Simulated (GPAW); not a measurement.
## Hf: relaxation of cell and atoms with revPBE+D3(BJ)+ATM

The system is Hf.

```
CELL_PARAMETERS angstrom
2.91381 0.00000 0.00000
0.00000 2.91381 0.00000
0.00000 0.00000 2.91381
ATOMIC_POSITIONS crystal
Hf 0.50000 0.50000 0.50000
```

The cell was built by a generator and needn't be a form met in nature.

```yaml
Program: GPAW 26.7.0
Task: relaxation of cell and atoms
Functional: revPBE
Dispersion: D3(BJ)+ATM
Potentials_or_basis: the program's PAW data sets (release 1.2.1) made for this functional
Cutoff: 600 eV
Basis: pw
k_mesh: 9 × 9 × 9
Occupations: fermi-dirac, width 0.05 eV
Spin: no spin polarisation
Maxiter: 150
Optimizer: BFGS
Fmax: 0.02 eV/Å
Max_steps: 60
Convergence: density=1e-05 forces=0.0001
```

```json
{
  "Relaxed volume": "24.07 Å³/atom",
  "Relaxed cell": "a = 2.887 Å, b = 2.887 Å, c = 2.887 Å, α = 90.00°, β = 90.00°, γ = 90.00°",
  "Space group after relaxing (to 0.05 Å)": "Pm-3m (No. 221)",
  "Energy gained by relaxing": "4.2 meV/atom",
  "Ionic steps": "3",
  "Pressure after relaxing": "0.0 GPa",
  "Band gap on the k mesh": "none (metal or under the smearing width)",
  "Dispersion energy per atom": "-0.696 eV"
}
```

The path:
| step | energy change (eV) | largest force (eV/Å) | pressure (GPa) | volume (Å³) |
| --- | --- | --- | --- | --- |
| 1 | 0.0000 | 0.0000 | -2.01 | 24.74 |
| 2 | -0.0031 | 0.0000 | -1.04 | 24.41 |
| 3 | -0.0042 | 0.0000 | 0.01 | 24.07 |

Final structure:
```cif
data_structure
_symmetry_space_group_name_H-M 'P 1'
_symmetry_Int_Tables_number 1
_cell_length_a 2.8874
_cell_length_b 2.8874
_cell_length_c 2.8874
_cell_angle_alpha 90.000
_cell_angle_beta 90.000
_cell_angle_gamma 90.000
_cell_volume 24.07
loop_
_atom_site_label
_atom_site_type_symbol
_atom_site_fract_x
_atom_site_fract_y
_atom_site_fract_z
_atom_site_occupancy
Hf1 Hf 0.50000 0.50000 0.50000 1
```

Levels at points of the mesh, in eV from the Fermi level:
```
           k point  band 3  band 4  band 5  band 6  band 7  band 8  band 9  band 10
(0.00, 0.00, 0.00)  -29.89  -29.89   -6.48   -1.39   -1.39    6.71    6.71     6.71
```

It took 19 s on 1 thread of Arm Neoverse V2, on a shared host, peak memory 0.16 GiB.

Caveat: later steps reuse the first step's grids; pairwise dispersion overbinds metals, which lowers pressure and volume. Spin-orbit coupling is left out, which matters for the levels of Hf.
